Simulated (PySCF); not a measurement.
# C5H5N: the cost of one run

Programs: PySCF 2.14.0, with density-fitted response routines of our own. Each step states its level of theory. These are calculated values for one molecule in the gas phase, unless marked as measured. Atoms count from 0, in the outputs and in this text.

### 1 The starting structure

11 atoms, charge 0, multiplicity 1; geometry from: MMFF94s. The atoms were then displaced at random by about 0.03 Å, so the start is not that level's minimum.

Bonds of the start (Å): C0–C1 1.40, C1–C2 1.36, C2–N3 1.51, N3–C4 1.26, C4–C5 1.42, C5–C0 1.30, C0–H6 1.16, C1–H7 1.03, C2–H8 1.03, C4–H9 1.09, C5–H10 1.06.

### 2 Geometry optimisation at PBE0-D3(BJ)/def2-SVP

Job settings and geometry (Å):

```
{"job": {"xc": "PBE0", "basis": "def2-SVP", "d3": "d3bj", "grid": 1, "shake": 0.03, "kind": "geom"}, "charge": 0, "multiplicity": 1}
C     -0.328700     1.040970     0.033170
C     -1.297730     0.052450    -0.174070
C     -0.837540    -1.231820    -0.210220
N      0.631050    -1.516250    -0.038690
C      1.363750    -0.501330     0.121130
C      0.951980     0.857030     0.177220
H     -0.718920     2.136990     0.040280
H     -2.295100     0.263350    -0.313340
H     -1.437400    -2.063090    -0.269930
H      2.409960    -0.754560     0.305880
H      1.656710     1.630770     0.359470
```

Command:

```sh
$ OMP_NUM_THREADS=1 python probes_run.py task.json out
```

The driver reads the jobs from task.json and runs them one after another.

**Question.** How long does this first job take on 1 thread of Arm Neoverse V1, shared host, and how much memory does it need?

About 42 s, with a peak of 0.45 GiB.
